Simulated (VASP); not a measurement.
**Results of a VASP single-point calculation on PbSe (strained rocksalt)**

POSCAR

```
Pb Se
 1.0000000000000000
     0.0000000000000000    3.0887022205000001    3.0887022205000001
     3.1504762649000000    0.0000000000000000    3.0887022205000001
     3.1504762649000000    3.0887022205000001    0.0000000000000000
 Pb  Se
   1   1
Cartesian
  0.0000000000000000  0.0000000000000000  0.0000000000000000
  3.1504762649000000  3.0887022205000001  3.0887022205000001
```

```
gap between bands v and c : 0.43 eV
least direct gap          : 0.43 eV
```

Band v is the last that the valence electrons fill when counted band by band, and c is the next. Levels in eV from the top of v:

```
point    v−1      v     c   c+1
    Γ  -1.70  -1.53  4.35  4.78
    X  -3.03  -2.83  3.90  5.21
    K  -2.46  -2.20  3.35  4.00
    L  -1.25   0.00  0.43  1.77
    W  -3.91  -0.76  1.89  5.02
```

Q: Which of these levels of theory gave these results?
A. PBEsol
B. PBE
C. PBE0
D. HSE06
E. PBE with spin–orbit coupling
F. LDA
G. r²SCAN

A: B.

The INCAR was:

```
SIGMA = 0.02
PREC = Accurate
ENCUT = 520
LCHARG = .FALSE.
LWAVE = .FALSE.
NSW = 0
EDIFF = 1E-7
GGA = PE
LREAL = .FALSE.
ISIF = 2
IBRION = -1
ISMEAR = -1
LASPH = .TRUE.
NELM = 120
NBANDS = 17
```
